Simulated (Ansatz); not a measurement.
Consider interstitial P in zinc-blende AlP, charge state -1. The step: a concerted move, in which P travels most (a rearrangement that moves the defect's centre by under 1 Å); the atom moves 1.60 Å along (-0.21, 0.00, 0.21) of the unit cell; the moving atom starts with neighbours Al at 2.25, 2 Al at 2.43; P at 2.20 Å and ends with Al at 2.25, 2 Al at 2.43; P at 2.20 Å. DFT values are from Ansatz (plane-wave PAW, 420 eV unless said) in a cell of 64 host sites, spin-restricted, static, with no finite-size correction. The charge state is imposed; whether it is stable for some Fermi level was not computed. Sites that were not tried may lie lower. For the PBE band: the saddle point's order was not checked, and it lies on a symmetry element of the cell, where a band can be held.

```csv
Level,Forward barrier (eV),Cost of the band or of the saddle's single point
"CHGNet universal potential (has no charge state), its own band",0.02,-
"PBE, a 2×2×2 k-point mesh shifted by half a step, band relaxed",0.63,very roughly 100 core-minutes
"PBE, a 3×3×3 k-point mesh shifted by half a step, same geometries",0.64,about 4 core-minutes (a rough figure)
"r2SCAN at 500 eV, a 2×2×2 k-point mesh shifted by half a step, same geometries",…,around 3.0 core-minutes (rough)
```

Some entries are withheld; supply them.


- r2SCAN at 500 eV, a 2×2×2 k-point mesh shifted by half a step, same geometries, Forward barrier (eV): 0.70

Ansatz is a quantum-chemistry and plane-wave program.
